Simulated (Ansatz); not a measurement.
# AlCo (Pm-3m): scan of the axial ratio at fixed volume

Which axial ratio does AlCo (Pm-3m) prefer at fixed volume? Wanted for AlCo (Pm-3m): a scan of the axial ratio at fixed volume.

Computed with the Python package of Ansatz 0.2.0. Level of theory: DFT PBE, plane waves, PAW.

## (1) Starting point

Symmetry: Pm-3m, No. 221, cubic system. Conventional cell: a = 2.819 Å, b = 2.819 Å, c = 2.819 Å, α = 90.00°, β = 90.00°, γ = 90.00°. Around Al (site symmetry m-3m) lie 8 Co at 2.44 Å. Co (site symmetry m-3m) is surrounded by 8 Al at 2.44 Å.

No structure file is read: the coordinates are typed or built in the script.

## (2) Script

ca.py

```python
"""Energy of AlCo against the axial ratio at fixed volume."""

import ansatz as az
import numpy as np

vectors0 = np.array([
    [2.819403, 0.0, 0.0],
    [0.0, 2.819403, 0.0],
    [0.0, 0.0, 2.819403],
])
sites = [
    ("Al", (0.0, 0.0, 0.0), 0.0),
    ("Co", (0.5, 0.5, 0.5), 3.2),
]


def on_lattice(cell):
    crystal = az.Crystal(lattice=az.Lattice.of(cell))
    for symbol, position, moment in sites:
        crystal = crystal.atom(symbol, position, moment=moment or None)
    return crystal

# stretch z by the ratio to the power 2/3 and shrink x and y to keep the volume
values = np.linspace(0.94, 1.06, 7)
energies = []
for ratio in values:
    cell = vectors0 * np.array([ratio ** (-1 / 3), ratio ** (-1 / 3), ratio ** (2 / 3)])
    model = on_lattice(cell).calculation()
    model = model.basis(470)
    model = model.occupations("fermi_dirac", width=0.1)
    model = model.spin("collinear")
    model = model.kpoints(11, 11, 11)
    energies.append(model.run().report["free_energy_ev"] / len(sites))
    print(f"ratio {ratio:.3f}  F = {energies[-1]:.5f} eV/atom")
energies = np.array(energies)

for value, e in zip(values, energies):
    print(f"ratio {value:7.3f}   E - Emin = {1000 * (e - energies.min()):9.3f} meV/atom")
np.savetxt("ca.csv", np.column_stack([values, energies]), fmt="%.6f", delimiter=",", header="ratio,energy_eV_per_atom")
best = int(np.argmin(energies))
if 0 < best < len(values) - 1:
    a, b, _ = np.polyfit(values[best - 1 : best + 2], energies[best - 1 : best + 2], 2)
    print(f"minimum at {-b / (2 * a):.4f} times the starting ratio")
else:
    print("the minimum lies at or beyond the end of the scan")
```

## (3) The calls as engine input

The engine receives this input (first run):

```yaml
crystal:
  lattice:
    - [2.8781573921018704, 0.0, 0.0]
    - [0.0, 2.8781573921018704, 0.0]
    - [0.0, 0.0, 2.7054679485757585]
  atoms:
    - { symbol: Al, position: [0.0, 0.0, 0.0] }
    - { symbol: Co, position: [0.5, 0.5, 0.5], spin: 3.2 }
basis:
  ecutwfc: 470.0
kpoints:
  mp_grid:
    grid: [11, 11, 11]
magnetization:
  spin_polarized: true
scf:
  occupations:
    method: fermi_dirac
    width: 0.1
```

## (4) The run

Command:

```sh
$ python ca.py
```

Standard output:

```text
DeckWarning: where an SCF of this run starts from atoms to list the orders of its open shells, Co (site 1, from 0) starts with 3.00 μB on its 3d shell, in the place of the 3.20 μB that the deck gives it: its open shells can hold no more by Hund's first rule. [...]
RunWarning: the starting moments were not kept: the SCF closed with an absolute magnetisation of 2.1e-6 μB, where they sum to 3.2 μB in size (1 site). That is at most 0.1 of that sum. Measured as dr2_m measures the in/out step, that magnetisation stands [...]
ratio 0.940  F = -2832.40024 eV/atom
ratio 0.960  F = -2832.41084 eV/atom
ratio 0.980  F = -2832.41663 eV/atom
ratio 1.000  F = -2832.41836 eV/atom
ratio 1.020  F = -2832.41690 eV/atom
ratio 1.040  F = -2832.41297 eV/atom
ratio 1.060  F = -2832.40707 eV/atom
ratio   0.940   E - Emin =    18.123 meV/atom
ratio   0.960   E - Emin =     7.517 meV/atom
ratio   0.980   E - Emin =     1.726 meV/atom
ratio   1.000   E - Emin =     0.000 meV/atom
ratio   1.020   E - Emin =     1.455 meV/atom
ratio   1.040   E - Emin =     5.390 meV/atom
ratio   1.060   E - Emin =    11.291 meV/atom
minimum at 1.0009 times the starting ratio
```

(Warnings from the package without file and line, shortened, repeats left out.)

Wall time 51 s (1 thread of Arm Neoverse V2, shared host); peak memory 0.43 GiB.

It wrote ca.csv:

```csv
# ratio,energy_eV_per_atom
0.940000,-2832.400236
0.960000,-2832.410842
0.980000,-2832.416633
1.000000,-2832.418359
1.020000,-2832.416904
1.040000,-2832.412969
1.060000,-2832.407068
```

## (5) What changed from run to run

The engine's inputs for some of the other runs:

Run 2, against run 1:

```diff
@@ -3,3 +3,3 @@
-    - [2.8781573921018704, 0.0, 0.0]
-    - [0.0, 2.8781573921018704, 0.0]
-    - [0.0, 0.0, 2.7054679485757585]
+    - [2.8580297588209382, 0.0, 0.0]
+    - [0.0, 2.8580297588209382, 0.0]
+    - [0.0, 0.0, 2.743708568468101]
```

Run 5, against run 1:

```diff
@@ -3,3 +3,3 @@
-    - [2.8781573921018704, 0.0, 0.0]
-    - [0.0, 2.8781573921018704, 0.0]
-    - [0.0, 0.0, 2.7054679485757585]
+    - [2.80085375903357, 0.0, 0.0]
+    - [0.0, 2.80085375903357, 0.0]
+    - [0.0, 0.0, 2.8568708342142415]
```

Run 6, against run 1:

```diff
@@ -3,3 +3,3 @@
-    - [2.8781573921018704, 0.0, 0.0]
-    - [0.0, 2.8781573921018704, 0.0]
-    - [0.0, 0.0, 2.7054679485757585]
+    - [2.782783231709911, 0.0, 0.0]
+    - [0.0, 2.782783231709911, 0.0]
+    - [0.0, 0.0, 2.8940945609783073]
```

## (6) What each run gave

One row for each of the 7 runs:

```
run     c/a  energy from run 4 (meV/atom)  SCF cycles  CPU time (s)
  1  0.9400                         18.12          13             8
  2  0.9600                          7.52          12           7.6
  3  0.9800                          1.73          14           7.9
  4  1.0000                          0.00          12           3.2
  5  1.0200                          1.46          13           7.6
  6  1.0400                          5.39          14           7.9
  7  1.0600                         11.29          14           7.9
```

Energies are free energies F = E - TS of the smeared occupations. 

## (7) Summary of results

| quantity | value |
| --- | --- |
| best axial ratio, against the start | 1.0009 |
| runs compared | 7 |
| range of energy | 18.12 meV/atom |
| lowest point, c/a | 1.0000 |

In words: The curve has its lowest point inside the range, at 1.0000. The ends stand 18.1 and 11.3 meV/atom above it. Notes:
- The SCF didn't keep the moments it started from (some shrank, vanished or turned); what is printed is the state reached.
- No functional is typed, so the default, PBE, holds.
- This cell is a computed structure, which may not be the phase found in nature.
- The ratio is c/a at fixed volume, with fractional positions held, so the curve is too stiff where atoms have free coordinates. Where the curve spans only a few meV an atom, the mesh's noise shapes it; in a cubic cell symmetry fixes an extremum at 1. The starting moments were not kept in at least one run, so it stands on a weaker or other magnetic state than the one typed.
